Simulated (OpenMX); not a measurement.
Runs of OpenMX 3.8.5 on InAs. It takes space group Fm-3m (No. 225, cubic). The conventional cell has a = 5.830 Å, b = 5.830 Å, c = 5.830 Å, α = 90.00°, β = 90.00°, γ = 90.00°. Around In (site symmetry m-3m) lie 6 As at 2.92 Å. As (site symmetry m-3m) is surrounded by 6 In at 2.92 Å. Measurements of this composition are mostly on another form, of space group No. 216.

```csv
cell,gap on the mesh (eV),pressure (GPa)
"Fm-3m, 24.77 Å³/atom",none,-1.2
"Fm-3m, 25.73 Å³/atom",none,(a)
"Fm-3m, 23.82 Å³/atom",none,1.1
"Fm-3m, 22.87 Å³/atom",none,(b)
"Fm-3m, 21.92 Å³/atom",none,7.8
```

Alike in all rows: task single point; level PBE; potentials or basis OpenMX 2013 PBE set, In7.0-s3p2d2, As7.0-s3p2d2, grid cutoff 500 Ry; no spin polarisation; k mesh 7 × 7 × 7; smearing fermi-dirac 0.05 eV.

Problem. Fill in the values left out.

Solution. (a) -2.9; (b) 4.3.

Caveats: the basis has few d functions beyond the semicore shells, which can make volumes several per cent too large; the basis of atomic orbitals isn't converged, which shifts pressures, moduli and gaps.

A k mesh can miss the band edges, and the runs leave out spin-orbit coupling on As, In.

A gap of «none» marks a metal or a gap under the smearing width.
